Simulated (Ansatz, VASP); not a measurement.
One calculation of TaC, two programs

The input INCAR:

```
SYSTEM = TaC
PREC = Accurate
ENCUT = 520
EDIFF = 1E-7
ISMEAR = 0
SIGMA = 0.1
LREAL = .FALSE.
LASPH = .TRUE.
NELM = 60
ALGO = Normal
ISIF = 2
LWAVE = .FALSE.
LCHARG = .FALSE.
LDIPOL = .TRUE.
IDIPOL = 3
DIPOL = 0.5 0.5 0.500
GGA = PE
NBANDS = 40
```

KPOINTS

```
regular mesh
0
G
  12 12 1
  0 0 0
```

Contents of POSCAR:

```
TaC
1.0
    3.1644852995      0.0000000000      0.0000000000
   -1.5822426497      2.7405246593      0.0000000000
    0.0000000000      0.0000000000     24.0432699960
C Ta
4 4
Direct
    0.3333333333      0.6666666667      0.3119376025
    0.0000000000      0.0000000000      0.4194018297
    0.6666666667      0.3333333333      0.5268660568
    0.3333333333      0.6666666667      0.6343302839
    0.6666666667      0.3333333333      0.3656697161
    0.3333333333      0.6666666667      0.4731339432
    0.0000000000      0.0000000000      0.5805981703
    0.6666666667      0.3333333333      0.6880623975
```

Input for Ansatz:

```yaml
crystal:
  lattice:
    - [3.1644852995, 0.0, 0.0]
    - [-1.5822426497, 2.7405246593, 0.0]
    - [0.0, 0.0, 24.043269996]
  atoms:
    - { symbol: C, position: [0.3333333333, 0.6666666667, 0.3119376025] }
    - { symbol: Ta, position: [0.6666666667, 0.3333333333, 0.3656697161] }
    - { symbol: C, position: [0.0, 0.0, 0.4194018297] }
    - { symbol: Ta, position: [0.3333333333, 0.6666666667, 0.4731339432] }
    - { symbol: C, position: [0.6666666667, 0.3333333333, 0.5268660568] }
    - { symbol: Ta, position: [0.0, 0.0, 0.5805981703] }
    - { symbol: C, position: [0.3333333333, 0.6666666667, 0.6343302839] }
    - { symbol: Ta, position: [0.6666666667, 0.3333333333, 0.6880623975] }
basis:
  ecutwfc: 420
kpoints:
  mp_grid: { grid: [12, 12, 1] }
hamiltonian:
  xc: pbe
scf:
  occupations: { method: gaussian, width: 0.1 }
output:
  forces: true
  eigenvalues: true
  write_density: true
  write_potential: true
  elf: true
  volumetric_format: npy
efield:
  axis: 3
  dipole_correction: true
  ramp_width: 0.04
```

Alike in both runs: task single point; functional PBE; k mesh 12 × 12 × 1; occupations gaussian, width 0.1 eV; no spin polarisation.

```csv
,VASP,Ansatz
version,VASP 6.6.1,Ansatz 0.2.0
potentials or method,"VASP PAW PBE potentials, release 64 (C, Ta_pv)","scalar-relativistic, plane waves, PAW"
plane-wave cutoff (eV),520,420
valence electrons in the cell,60,68
```

VASP gave:

| Item | Value |
| --- | --- |
| gap on the k mesh at the Fermi level (eV) | none |
| rms of the force components (eV/Å) | 1.109 |

**Question.** Estimate Ansatz's values.

**Answer.** gap on the k mesh at the Fermi level (eV): none; rms of the force components (eV/Å): 1.114.

A gap of «none» marks a metal or a gap that the smearing closes. The two sets of potentials don't hold the same shells in valence. Ansatz warned: «xc_potential_rough_in_thin_density».

The runs have no spin-orbit coupling, so splittings on Ta are missing.
